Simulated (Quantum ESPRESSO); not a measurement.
Ag:

```
CELL_PARAMETERS angstrom
0.00000 2.04275 2.04275
2.04275 0.00000 2.04275
2.04275 2.04275 0.00000
ATOMIC_POSITIONS crystal
Ag 0.00000 0.00000 0.00000
```

```yaml
Program: Quantum ESPRESSO 7.5
Task: single point
Functional: PBE
Potentials_or_basis: SSSP 1.3 efficiency PBE
Cutoff: 816 eV
Density_cutoff: 3265 eV
k_mesh: 11 × 11 × 11
Occupations: fermi-dirac, width 0.05 eV
Spin: no spin polarisation
```

On this cell: pressure 4.2 GPa; band gap on the k mesh none (metal or under the smearing width).

The same run follows on a disturbed copy (cell strained at random at fixed volume):

```
CELL_PARAMETERS angstrom
-0.00622 2.03863 2.06720
2.01497 0.04695 2.01403
2.08560 2.05608 -0.02368
ATOMIC_POSITIONS crystal
Ag 0.00221 0.02855 0.98957
```

**Question.** What changes?

**Answer.** The energy (extrapolated to zero smearing) moves by +6.3 meV/atom; pressure 4.7 GPa; band gap on the k mesh none (metal or under the smearing width).

Stress tensor (GPa, compression positive):
```
 4.86 -1.83  1.49
-1.83  4.61 -0.89
 1.49 -0.89  4.50
```
